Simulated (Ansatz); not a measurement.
# SnS2: the cost of one run

Computed with Ansatz 0.2.0 (DFT r2SCAN, scalar-relativistic, plane waves, PAW, unless a step's input says otherwise).

## Step 1: The starting structure

It takes space group P-3m1 (No. 164, trigonal). The conventional cell has a = 3.598 Å, b = 3.598 Å, c = 5.494 Å, α = 90.00°, β = 90.00°, γ = 120.00°. Sn (site symmetry -3m) has 6 S at 2.53 Å as nearest neighbours. S (site symmetry 3m) has 3 Sn at 2.53 Å as nearest neighbours.

Structure file:

```
Sn S
1.0
     3.59830    0.00000    0.00000
    -1.79915    3.11622    0.00000
     0.00000    0.00000    5.49400
Sn S
1 2
Direct
  0.00000 0.00000 0.00000
  0.66667 0.33333 0.26390
  0.33333 0.66667 0.73610
```

The structure comes from the Crystallography Open Database.

## Step 2: A first look at the start

The input, input.yaml:

```yaml
crystal:
  lattice:
    - [3.5983003419, 0.0, 0.0]
    - [-1.7991501709, 3.1162195065, 0.0]
    - [0.0, 0.0, 5.494]
  atoms:
    - { symbol: Sn, position: [0.0, 0.0, 0.0] }
    - { symbol: S, position: [0.6666666667, 0.3333333333, 0.2639] }
    - { symbol: S, position: [0.3333333333, 0.6666666667, 0.7361] }
basis:
  ecutwfc: 500
kpoints:
  mp_grid: { grid: [6, 6, 4] }
hamiltonian:
  xc: r2scan
scf:
  occupations: { method: gaussian, width: 0.1 }
output:
  forces: true
  stress: true
  eigenvalues: true
```

Started as:

```
ansatz run input.yaml --threads 1 --pin off --max-ram 2560MiB --backend cpu --events-out ev --progress --plain --runs-dir out
```

What time and memory should one allow on 1 thread of AMD EPYC 7R43 (Zen 3), shared host?

About 9 s, with a peak of 0.53 GiB.
